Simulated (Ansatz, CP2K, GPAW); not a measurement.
## BP: 4 runs at one level of theory

```
P B
1.0
     3.20885    0.00000    0.00000
     1.60443    2.77895    0.00000
     1.60443    0.92632    2.62002
P B
1 1
Direct
  0.75000 0.75000 0.75000
  0.00000 0.00000 0.00000
```

Alike in all runs: task single point; functional PBE; k mesh 10 × 10 × 10; occupations gaussian, width 0.02 eV; no spin polarisation; no spin-orbit coupling. Pressure is positive in compression and, in plane waves, holds the error of the finite cutoff, which Ansatz's Pulay term estimates and takes out.

| program and potentials | plane-wave cutoff (eV) | notes | band gap (eV) | pressure (GPa) |
| --- | --- | --- | --- | --- |
| Ansatz, Ansatz PAW | 420 | Pulay term of +0.13 GPa included | 1.24 | 1.13 |
| CP2K, POTENTIAL_UZH P GTH-PBE-q5, B GTH-PBE-q3; TZVP-MOLOPT-PBE-GTH basis | - | atomic basis | 1.37 | 0.29 |
| GPAW, GPAW PAW data sets (gpaw-data 1.2.1) | 800 | - | 1.24 | 1.38 |
| Ansatz, all-electron LAPW, scalar-relativistic | - | - | 1.25 | 1.09 |

The band gap spans 1.24 (Ansatz, Ansatz PAW) to 1.37 eV (CP2K, POTENTIAL_UZH P GTH-PBE-q5, B GTH-PBE-q3; TZVP-MOLOPT-PBE-GTH basis), with all-electron results at 1.25. The pressure spans 0.29 (CP2K, POTENTIAL_UZH P GTH-PBE-q5, B GTH-PBE-q3; TZVP-MOLOPT-PBE-GTH basis) to 1.38 GPa (GPAW, GPAW PAW data sets (gpaw-data 1.2.1)), with all-electron results at 1.09. The gap is indirect and read on the mesh alone. Rows in atomic bases carry the error of their basis and grid, which can be large.

Differences between rows come from potentials, basis sets and numerical settings, since the functional is the same but for its coding. Runs on potential files found faulty are left out.
